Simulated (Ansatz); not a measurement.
# Rh: strong compression

How does Rh (fcc type) answer strong compression, and how long do frozen cores keep up with all electrons? The runs shown use LAPW, crystal datasets and norm-conserving. Companion runs by PAW are cited. Its runs: the reference run (LAPW); volume scaled by 1 (crystal datasets and norm-conserving); volume scaled by 0.95 (LAPW); volume scaled by 0.85 (LAPW); volume scaled by 0.75 (LAPW and norm-conserving); volume scaled by 0.65 (LAPW); volume scaled by 0.55 (LAPW); volume scaled by 0.45 (LAPW and crystal datasets); volume scaled by 0.4 (LAPW, crystal datasets and norm-conserving).

Computed with Ansatz 0.2.0 (DFT PBE, with the methods named in each step, unless a step's input says otherwise).

## Step 1: The structure to begin with

It takes space group Fm-3m (No. 225, cubic). Conventional cell: a = 3.830 Å, b = 3.830 Å, c = 3.830 Å, α = 90.00°, β = 90.00°, γ = 90.00°. Around Rh (site symmetry m-3m) lie 12 Rh at 2.71 Å.

Coordinates:

```cif
data_structure
_symmetry_space_group_name_H-M 'Fm-3m'
_symmetry_Int_Tables_number 225
_cell_length_a 3.8300
_cell_length_b 3.8300
_cell_length_c 3.8300
_cell_angle_alpha 90.000
_cell_angle_beta 90.000
_cell_angle_gamma 90.000
_cell_volume 56.18
loop_
_atom_site_label
_atom_site_type_symbol
_atom_site_symmetry_multiplicity
_atom_site_Wyckoff_symbol
_atom_site_fract_x
_atom_site_fract_y
_atom_site_fract_z
_atom_site_occupancy
Rh1 Rh 4 a 0.00000 0.00000 0.00000 1
```

The file gives the conventional cell by its symmetry; the runs use the cell typed in the input.

Whether this phase is the stable one at these pressures isn't tested.

## Step 2: The reference volume, LAPW

File input.yaml:

```yaml
crystal:
  lattice:
    - [0.0, 1.9149918958, 1.9149918958]
    - [1.9149918958, 0.0, 1.9149918958]
    - [1.9149918958, 1.9149918958, 0.0]
  atoms:
    - { symbol: Rh, position: [0.0, 0.0, 0.0] }
kpoints:
  mp_grid: { grid: [17, 17, 17] }
  band_path:
    path:
      - [0.0, 0.0, 0.0]
      - [0.5, 0.0, 0.5]
      - [0.625, 0.25, 0.625]
      - [0.375, 0.375, 0.75]
      - [0.0, 0.0, 0.0]
      - [0.5, 0.5, 0.5]
      - [0.5, 0.25, 0.75]
      - [0.5, 0.0, 0.5]
    npoints: 14
scf:
  occupations: { method: fermi_dirac, width: 0.05 }
hamiltonian:
  xc: pbe
  pseudopotentials: { kind: all_electron, lapw: { basis_error: 0.001 } }
output:
  forces: true
  stress: true
  eigenvalues: true
  populations: true
  dos: { projected: true, de: 0.2, e_range: [-14, 8] }
```

Command:

```sh
> ansatz run input.yaml --threads 1 --pin off --max-ram 2048MiB --backend cpu --events-out ev --progress --plain --runs-dir out
```

Log:

```text
Rh: projections on atomic orbitals take those of the free atom 1s2 2s2 2p6 3s2 3p6 3d10 4s2 4p6 4d8 5s1, of charge +0.00 (hamiltonian.pseudopotentials.projection_atoms)
LAPW: plane waves up to 8.458 Å⁻¹, error target 1.0e-3 eV per atom; small_component_spin mean_spin; Rh in spheres of 1.354 Å, 27 of its electrons in bands, Dirac shells []
Engine: ansatz 0.2.0
Pseudopotentials: kind: all_electron
Pseudopotential: Rh, LAPW, valence charge 27, Koelling and Harmon's equation, gaussian nucleus
Functional definition: PBE
  parameter kappa = 0.804
  parameter beta = 0.06672455060314922
  exchange = pbe_x(kappa = kappa, mu = beta*pi^2/3)
  correlation = pbe_c(beta = beta)
Crystal: 1 atoms, lattice volume = 14.045 Å³
Basis set: ecut = 272.5409833360392 eV, 137 PW (Γ), exchange–correlation at level 2
Bands: 18, of which v1, the nominal top of the filled ones, is band 14 counted from 1 (13 counted from 0)
Symmetry: 48 space group operations
Space group: Fm-3m (ITA 225), of the structure as read, at distance tolerance 2.4e-5 Å
k-points: 165 of 4913
Non-local potential: Rh, projectors of the file, none
Initial density: superposition of atomic densities (chi_scale 0.1, normalization cell)
Initial wavefunctions: plane waves of lowest kinetic energy (no species holds an atomic orbital)
Functional: x = pbe(κ = 0.804, μ = 0.2195149727645171), c = pbe(β = 0.06672455060314922)
iter 1 solved again at ethr=3.51e-4 eV; its pass at ethr=1.00e-1 eV (dr2=9.48e-2 eV) is discarded
SCF iter   1: F=—  HF=-130187.776599 eV  |F-HF|=—  |Δ(HF+E_count)|=         —  Δρ=3.65e-2  dr2=9.53e-2  ethr=3.51e-4  ⟨swp⟩=2.9  Hψ=19424  notcnv=0
preconditioner: auto → none  [metal: Δε(μ)=0.009 eV  Ē_g=13.552 eV  σ=0.050 eV  W_gap=0.04  n_scr=8 (ndim 8)  ℏωp=29.7 eV  f_vac=0.000  D(μ)=1.08/eV (n_scr^D=14)  sad-step TF]
iter 2 solved again at ethr=9.46e-6 eV; its pass at ethr=3.51e-4 eV (dr2=2.55e-3 eV) is discarded
SCF iter   2: F=—  HF=-130187.349976 eV  |F-HF|=—  |Δ(HF+E_count)|=   4.27e-1  Δρ=4.69e-3  dr2=2.56e-3  ethr=9.46e-6  ⟨swp⟩=2.0  Hψ=15229  notcnv=0
SCF iter   3: F=—  HF=-130187.306390 eV  |F-HF|=—  |Δ(HF+E_count)|=   4.36e-2  Δρ=6.05e-3  dr2=3.20e-3  ethr=9.46e-6  ⟨swp⟩=2.6  Hψ=8785  notcnv=0
SCF iter   4: F=—  HF=-130187.304760 eV  |F-HF|=—  |Δ(HF+E_count)|=         —  Δρ=8.17e-4  dr2=6.14e-5  ethr=9.46e-6  ⟨swp⟩=2.0  Hψ=8262  notcnv=0
the basis was enlarged: its passes take 419.2 KiB over the memory plan, 1 of 1 planned eigensolver slots
SCF iter   5: F=—  HF=-130187.304767 eV  |F-HF|=—  |Δ(HF+E_count)|=   6.38e-6  Δρ=8.25e-5  dr2=5.79e-7  ethr=2.27e-7  ⟨swp⟩=2.0  Hψ=8264  notcnv=0
SCF iter   6: F=-130187.304767 eV  HF=-130187.304767 eV  |F-HF|=7.71e-10  |Δ(HF+E_count)|=   6.08e-7  Δρ=2.87e-6  dr2=5.28e-10  ethr=2.14e-9  ⟨swp⟩=2.4  Hψ=8371  notcnv=0
SCF 1 converged in 6 iterations: F = -130187.304767 eV  dr2 = 5.28e-10
NSCF: frozen V_eff on 99 k-points
SCF converged after 6 iterations
Free energy (F): -130187.304767 eV
Harris-Foulkes:  -130187.304767 eV  (|F-HF|=7.71e-10)
Internal energy: -130187.295574 eV  (E = F + TS)
E sigma→0 (E₀):  -130187.300171 eV
Entropy (-TS):   -0.009193 eV (-9.193 meV/atom)
Fermi energy:    23.928435 eV
--- Per-component energies (eV) ---
  E_band       = -2787.117462
  E_kinetic    = 135619.679191
  E_xc         = -3780.421971
  E_electrostatic = -262026.552794  (all electrons and nuclei)
  E_smearing   = -0.009193  (= −TS)
  E_closure    = -0.000000  (closes the sum)
  E_atoms      = -130180.026586  (free atoms, spherical and without spin; not in F)
  Σ components = -130187.304767   (vs F -130187.304767, Δ=0.00e0)
  Basis errors (estimates in eV, not in F): energy 2.0e-4 per atom: plane waves 1.6e-4 (1.2e-4 summed), levels above the bands 8.6e-167, relativity 6.2e-8, radial functions 3.5e-5, core shells 2.5e-7; eigenvalues (radial functions only) 1.1e-5; not estimated: angular momenta, meshes, grids; target (lapw.basis_error) 1.0e-3; muffin-tin radii Rh 1.354 Å
--- Forces (eV/Å), atoms counted from 1 ---
  atom   1  Rh    -0.00000000     0.00000000     0.00000000
  max |Σ_I F_I| component: 4.77e-31 eV/Å
--- Stress (GPa, compression-positive) ---
       -0.035173      -0.000000       0.000000
       -0.000000      -0.035173       0.000000
        0.000000       0.000000      -0.035173
  P = ⅓ Tr σ = -0.0352 GPa (-0.352 kbar)
--- Band table (eV; the first three rows and the last of 165) ---
  k-point 0: bands = ["-272.9459", "-272.9459", "-272.9459", "-272.9198", "-272.9198", "-54.8914", "-22.3819", "-22.3819", "-22.3819", "16.1224", "20.9490", "20.9490", "20.9490", "22.9671", "22.9671", "39.7309", "44.9631", "44.9631"]
  k-point 1: bands = ["-272.9459", "-272.9459", "-272.9459", "-272.9198", "-272.9198", "-54.8879", "-22.4056", "-22.3851", "-22.3851", "16.2589", "20.8891", "21.0020", "21.0020", "22.9378", "22.9378", "39.9236", "44.2435", "45.1585"]
  k-point 2: bands = ["-272.9459", "-272.9459", "-272.9459", "-272.9198", "-272.9198", "-54.8780", "-22.4732", "-22.3943", "-22.3943", "16.6486", "20.7430", "21.1378", "21.1378", "22.8781", "22.8781", "40.4274", "42.7477", "45.7239"]
  k-point 164: bands = ["-272.9459", "-272.9459", "-272.9459", "-272.9198", "-272.9198", "-54.7552", "-22.8521", "-22.8101", "-22.6338", "19.0808", "20.0178", "20.4583", "22.7934", "24.8258", "32.5398", "33.8651", "35.2203", "36.6310"]
--- Löwdin populations: 1 site ---
  site symbol       q [e]
     0     Rh     44.9062
  spilling = 0.002085 (of n_electrons = 45.000000)
```

It took 5.2 s on 1 thread of AMD EPYC 9R45 (Zen 5), shared host; peak memory 0.4 GiB.

This run gives: pressure -0.04 GPa; no gap.

At the corners of the path (eV, zero at the Fermi level):

| point | band 10 | band 11 | band 12 | band 13 | band 14 | band 15 | band 16 |
| --- | --- | --- | --- | --- | --- | --- | --- |
| Γ | -7.81 | -2.98 | -2.98 | -2.98 | -0.96 | -0.96 | 15.80 |
| X | -6.12 | -5.76 | 0.52 | 0.95 | 0.95 | 3.23 | 11.99 |
| U | -5.34 | -4.62 | -2.00 | -0.67 | 0.36 | 7.72 | 8.47 |
| K | -5.34 | -4.62 | -2.00 | -0.67 | 0.36 | 7.72 | 8.47 |
| Γ | -7.81 | -2.98 | -2.98 | -2.98 | -0.96 | -0.96 | 15.80 |
| L | -5.95 | -3.05 | -3.05 | 0.55 | 0.55 | 0.75 | 8.42 |
| W | -4.86 | -3.69 | -3.69 | -1.16 | 0.96 | 9.46 | 9.46 |
| X | -6.12 | -5.76 | 0.52 | 0.95 | 0.95 | 3.23 | 11.99 |

States per cell in windows of 1 eV (zero at the Fermi level; grid of 0.20 eV, so sharp peaks spill over the borders):

| from | to | total | Rh 4d | Rh 5s |
| --- | --- | --- | --- | --- |
| -8 | -7 | 0.03 | 0.00 | 0.02 |
| -7 | -6 | 0.10 | 0.01 | 0.09 |
| -6 | -5 | 1.24 | 0.96 | 0.26 |
| -5 | -4 | 1.48 | 1.36 | 0.10 |
| -4 | -3 | 1.38 | 1.29 | 0.06 |
| -3 | -2 | 1.87 | 1.74 | 0.10 |
| -2 | -1 | 1.48 | 1.38 | 0.06 |
| -1 | 0 | 1.30 | 1.24 | 0.04 |
| 0 | 1 | 1.61 | 1.55 | 0.05 |
| 1 | 2 | 0.24 | 0.14 | 0.08 |
| 2 | 3 | 0.24 | 0.09 | 0.10 |
| 3 | 4 | 0.25 | 0.06 | 0.11 |
| 4 | 5 | 0.24 | 0.04 | 0.10 |

## Step 3: Volume scaled by 1, crystal datasets

File input.yaml:

```yaml
crystal:
  lattice:
    - [0.0, 1.9149918958, 1.9149918958]
    - [1.9149918958, 0.0, 1.9149918958]
    - [1.9149918958, 1.9149918958, 0.0]
  atoms:
    - { symbol: Rh, position: [0.0, 0.0, 0.0] }
kpoints:
  mp_grid: { grid: [17, 17, 17] }
scf:
  occupations: { method: fermi_dirac, width: 0.05 }
hamiltonian:
  xc: pbe
  pseudopotentials: { kind: all_electron, datasets: crystal }
output:
  forces: true
  stress: true
  eigenvalues: true
```

Command:

```sh
> ansatz run input.yaml --threads 1 --pin off --max-ram 2048MiB --backend cpu --events-out ev --progress --plain --runs-dir out
```

Log, cut to the lines that bear on the results:

```text
[...]
[... 1 set-up line as earlier in the session ...]
Pseudopotential: Rh, paw, valence charge 17, recommended cutoff 280 eV (normal), Koelling and Harmon's equation, gaussian nucleus
[... 1 set-up line as earlier in the session ...]
[...]
Crystal: 1 atoms, lattice volume = 14.045 Å³
Basis set: ecut = 280 eV, 169 PW (Γ), exchange–correlation on 30×30×30 points (8 copies of the dense FFT grid, shifted against one another)
[...]
  atom   1  Rh     0.00000000    -0.00000000    -0.00000000
[...]
--- Stress (GPa, compression-positive) ---
       -0.032119       0.000000       0.000000
       -0.000000      -0.032119       0.000000
       -0.000000       0.000000      -0.032119
  P = ⅓ Tr σ = -0.0321 GPa (-0.321 kbar)
  It holds what live shells' own plane waves past their cutoff add
--- Band table (eV; the first three rows and the last of 165) ---
  k-point 0: bands = ["16.1224", "20.9490", "20.9490", "20.9490", "22.9671", "22.9671", "39.7308"]
[...]
```

Wall time 2.9 s (1 thread of AMD EPYC 9R45 (Zen 5), shared host); peak memory 0.45 GiB.

Result: pressure -0.03 GPa; no gap.

## Step 4: Volume scaled by 1, norm-conserving

Edit input.yaml of step 3 so:

```diff
@@ -13,3 +13,3 @@
   xc: pbe
-  pseudopotentials: { kind: all_electron, datasets: crystal }
+  pseudopotentials: { kind: nc }
 output:
```

Command:

```sh
> ansatz run input.yaml --threads 1 --pin off --max-ram 2048MiB --backend cpu --events-out ev --progress --plain --runs-dir out
```

Log, cut to the lines that bear on the results:

```text
[...]
Pseudopotentials: kind: nc
Pseudopotential: Rh, nc, valence charge 17, recommended cutoff 1197.300995 eV (normal), Rh.nc.azcp
[... 1 set-up line as earlier in the session ...]
[...]
Crystal: 1 atoms, lattice volume = 14.045 Å³
Basis set: ecut = 1197.300995 eV, 1363 PW (Γ), exchange–correlation on 64×64×64 points (8 copies of the dense FFT grid, shifted against one another)
[...]
  atom   1  Rh     0.00000000     0.00000000    -0.00000000
[...]
--- Stress (GPa, compression-positive) ---
        0.055979      -0.000000       0.000000
       -0.000000       0.055979      -0.000000
        0.000000       0.000000       0.055979
  P = ⅓ Tr σ = 0.0560 GPa (0.560 kbar)
--- Band table (eV; the first three rows and the last of 165) ---
  k-point 0: bands = ["-56.7399", "-24.2325", "-24.2325", "-24.2325", "14.2614", "19.0857", "19.0857", "19.0857", "21.1074", "21.1074", "37.8698", "43.1072", "43.1072"]
[...]
```

Wall time 1.9 s (1 thread of AMD EPYC 9R45 (Zen 5), shared host); peak memory 0.37 GiB.

Result: pressure 0.06 GPa; no gap.

## Step 5: Volume scaled by 0.95, LAPW

File input.yaml:

```yaml
crystal:
  lattice:
    - [0.0, 1.8825281345, 1.8825281345]
    - [1.8825281345, 0.0, 1.8825281345]
    - [1.8825281345, 1.8825281345, 0.0]
  atoms:
    - { symbol: Rh, position: [0.0, 0.0, 0.0] }
kpoints:
  mp_grid: { grid: [17, 17, 17] }
  band_path:
    path:
      - [0.0, 0.0, 0.0]
      - [0.5, 0.0, 0.5]
      - [0.625, 0.25, 0.625]
      - [0.375, 0.375, 0.75]
      - [0.0, 0.0, 0.0]
      - [0.5, 0.5, 0.5]
      - [0.5, 0.25, 0.75]
      - [0.5, 0.0, 0.5]
    npoints: 8
scf:
  occupations: { method: fermi_dirac, width: 0.05 }
hamiltonian:
  xc: pbe
  pseudopotentials: { kind: all_electron, lapw: { basis_error: 0.001 } }
output:
  forces: true
  stress: true
  eigenvalues: true
  populations: true
  dos: { projected: true, de: 0.2, e_range: [-14, 8] }
```

Command:

```sh
> ansatz run input.yaml --threads 1 --pin off --max-ram 2048MiB --backend cpu --events-out ev --progress --plain --runs-dir out
```

Log, cut to the lines that bear on the results:

```text
Rh: projections on atomic orbitals take those of the free atom 1s2 2s2 2p6 3s2 3p6 3d10 4s2 4p6 4d8 5s1, of charge +0.00 (hamiltonian.pseudopotentials.projection_atoms)
LAPW: plane waves up to 8.618 Å⁻¹, error target 1.0e-3 eV per atom; small_component_spin mean_spin; Rh in spheres of 1.331 Å, 27 of its electrons in bands, Dirac shells []
[...]
[... 1 set-up line as earlier in the session ...]
[...]
       -0.000000       0.000000      15.011553
  P = ⅓ Tr σ = 15.0116 GPa (150.116 kbar)
--- Band table (eV; the first three rows and the last of 165) ---
  k-point 0: bands = ["-271.4446", "-271.4446", "-271.4446", "-271.4184", "-271.4184", "-53.4555", "-20.8786", "-20.8786", "-20.8786", "17.3396", "22.2965", "22.2965", "22.2965", "24.4854", "24.4854", "41.2697", "46.7738", "46.7738"]
[...]
--- Löwdin populations: 1 site ---
  site symbol       q [e]
     0     Rh     44.9058
  spilling = 0.002093 (of n_electrons = 45.000000)
```

Run time: 4.9 s. Hardware: 1 thread of AMD EPYC 9R45 (Zen 5), shared host; peak memory 0.37 GiB.

In short: pressure 15.01 GPa; no gap.

## Step 6: Volume scaled by 0.85, LAPW

File input.yaml:

```yaml
crystal:
  lattice:
    - [0.0, 1.8140109974, 1.8140109974]
    - [1.8140109974, 0.0, 1.8140109974]
    - [1.8140109974, 1.8140109974, 0.0]
  atoms:
    - { symbol: Rh, position: [0.0, 0.0, 0.0] }
kpoints:
  mp_grid: { grid: [17, 17, 17] }
scf:
  occupations: { method: fermi_dirac, width: 0.05 }
hamiltonian:
  xc: pbe
  pseudopotentials: { kind: all_electron, lapw: { basis_error: 0.001 } }
output:
  forces: true
  stress: true
  eigenvalues: true
  populations: true
```

Command:

```sh
> ansatz run input.yaml --threads 1 --pin off --max-ram 2048MiB --backend cpu --events-out ev --progress --plain --runs-dir out
```

Log, cut to the lines that bear on the results:

```text
Rh: projections on atomic orbitals take those of the free atom 1s2 2s2 2p6 3s2 3p6 3d10 4s2 4p6 4d8 5s1, of charge +0.00 (hamiltonian.pseudopotentials.projection_atoms)
LAPW: plane waves up to 8.974 Å⁻¹, error target 1.0e-3 eV per atom; small_component_spin mean_spin; Rh in spheres of 1.283 Å, 27 of its electrons in bands, Dirac shells []
[...]
[... 1 set-up line as earlier in the session ...]
[...]
       -0.000000      -0.000000      63.206761
  P = ⅓ Tr σ = 63.2068 GPa (632.068 kbar)
--- Band table (eV; the first three rows and the last of 165) ---
  k-point 0: bands = ["-267.8866", "-267.8866", "-267.8866", "-267.8604", "-267.8604", "-50.0983", "-17.3296", "-17.3296", "-17.3296", "20.2561", "25.4445", "25.4445", "25.4445", "28.0507", "28.0507", "44.7975", "50.9106", "50.9106"]
[...]
--- Löwdin populations: 1 site ---
  site symbol       q [e]
     0     Rh     44.9061
  spilling = 0.002086 (of n_electrons = 45.000000)
```

Wall time 4.4 s (1 thread of AMD EPYC 9R45 (Zen 5), shared host); peak memory 0.4 GiB.

Read from it: pressure 63.21 GPa; no gap.

## Step 7: Volume scaled by 0.75, LAPW

Edit input.yaml of step 6 so:

```diff
@@ -2,5 +2,5 @@
   lattice:
-    - [0.0, 1.8140109974, 1.8140109974]
-    - [1.8140109974, 0.0, 1.8140109974]
-    - [1.8140109974, 1.8140109974, 0.0]
+    - [0.0, 1.7398856045, 1.7398856045]
+    - [1.7398856045, 0.0, 1.7398856045]
+    - [1.7398856045, 1.7398856045, 0.0]
   atoms:
```

Command:

```sh
> ansatz run input.yaml --threads 1 --pin off --max-ram 2048MiB --backend cpu --events-out ev --progress --plain --runs-dir out
```

Log, cut to the lines that bear on the results:

```text
Rh: projections on atomic orbitals take those of the free atom 1s2 2s2 2p6 3s2 3p6 3d10 4s2 4p6 4d8 5s1, of charge +0.00 (hamiltonian.pseudopotentials.projection_atoms)
LAPW: plane waves up to 9.385 Å⁻¹, error target 1.0e-3 eV per atom; small_component_spin mean_spin; Rh in spheres of 1.230 Å, 33 of its electrons in bands, Dirac shells []
[...]
[... 1 set-up line as earlier in the session ...]
[...]
  atom   1  Rh    -0.00000000    -0.00000000     0.00000000
[...]
--- Stress (GPa, compression-positive) ---
      152.694993       0.000000       0.000000
        0.000000     152.694993       0.000000
        0.000000       0.000000     152.694993
  P = ⅓ Tr σ = 152.6950 GPa (1526.950 kbar)
--- Band table (eV; the first three rows and the last of 165) ---
[... band rows left out ...]
[...]
--- Löwdin populations: 1 site ---
  site symbol       q [e]
     0     Rh     44.9076
  spilling = 0.002053 (of n_electrons = 45.000000)
```

Run time: 5.5 s. Hardware: 1 thread of AMD EPYC 9R45 (Zen 5), shared host; peak memory 0.41 GiB.

Result: pressure 152.69 GPa; no gap.

## Step 8: Volume scaled by 0.75, norm-conserving

Edit input.yaml of step 7 so:

```diff
@@ -13,3 +13,3 @@
   xc: pbe
-  pseudopotentials: { kind: all_electron, lapw: { basis_error: 0.001 } }
+  pseudopotentials: { kind: nc }
 output:
@@ -18,2 +18 @@
   eigenvalues: true
-  populations: true
```

Command:

```sh
> ansatz run input.yaml --threads 1 --pin off --max-ram 2048MiB --backend cpu --events-out ev --progress --plain --runs-dir out
```

Log, cut to the lines that bear on the results:

```text
[...]
[... 3 set-up lines as earlier in the session ...]
[...]
Crystal: 1 atoms, lattice volume = 10.534 Å³
Basis set: ecut = 1197.300995 eV, 965 PW (Γ), exchange–correlation on 60×60×60 points (8 copies of the dense FFT grid, shifted against one another)
[...]
  atom   1  Rh     0.00000000     0.00000000     0.00000000
[...]
--- Stress (GPa, compression-positive) ---
      153.210144      -0.000000      -0.000000
       -0.000000     153.210144      -0.000000
        0.000000       0.000000     153.210144
  P = ⅓ Tr σ = 153.2101 GPa (1532.101 kbar)
--- Band table (eV; the first three rows and the last of 165) ---
  k-point 0: bands = ["-48.3748", "-15.2908", "-15.2908", "-15.2908", "21.5767", "26.8950", "26.8950", "26.8950", "30.0601", "30.0601", "46.6156", "53.4642", "53.4642"]
[...]
```

Wall time 1.5 s (1 thread of AMD EPYC 9R45 (Zen 5), shared host); peak memory 0.35 GiB.

Read from it: pressure 153.21 GPa; no gap.

## Step 9: Volume scaled by 0.65, LAPW

File input.yaml:

```yaml
crystal:
  lattice:
    - [0.0, 1.6588408666, 1.6588408666]
    - [1.6588408666, 0.0, 1.6588408666]
    - [1.6588408666, 1.6588408666, 0.0]
  atoms:
    - { symbol: Rh, position: [0.0, 0.0, 0.0] }
kpoints:
  mp_grid: { grid: [17, 17, 17] }
scf:
  occupations: { method: fermi_dirac, width: 0.05 }
hamiltonian:
  xc: pbe
  pseudopotentials: { kind: all_electron, lapw: { basis_error: 0.001 } }
output:
  forces: true
  stress: true
  eigenvalues: true
  populations: true
```

Command:

```sh
> ansatz run input.yaml --threads 1 --pin off --max-ram 2048MiB --backend cpu --events-out ev --progress --plain --runs-dir out
```

Log, cut to the lines that bear on the results:

```text
Rh: projections on atomic orbitals take those of the free atom 1s2 2s2 2p6 3s2 3p6 3d10 4s2 4p6 4d8 5s1, of charge +0.00 (hamiltonian.pseudopotentials.projection_atoms)
LAPW: plane waves up to 9.869 Å⁻¹, error target 1.0e-3 eV per atom; small_component_spin mean_spin; Rh in spheres of 1.173 Å, 33 of its electrons in bands, Dirac shells []
[...]
[... 1 set-up line as earlier in the session ...]
[...]
  atom   1  Rh    -0.00000000    -0.00000000     0.00000000
[...]
--- Stress (GPa, compression-positive) ---
      323.142214      -0.000000       0.000000
       -0.000000     323.142214      -0.000000
        0.000000      -0.000000     323.142214
  P = ⅓ Tr σ = 323.1422 GPa (3231.422 kbar)
--- Band table (eV; the first three rows and the last of 165) ---
[... band rows left out ...]
[...]
--- Löwdin populations: 1 site ---
  site symbol       q [e]
     0     Rh     44.9094
  spilling = 0.002013 (of n_electrons = 45.000000)
```

It took 5.2 s on 1 thread of AMD EPYC 9R45 (Zen 5), shared host; peak memory 0.41 GiB.

Read from it: pressure 323.14 GPa; no gap.

[end of part 1 of 2]
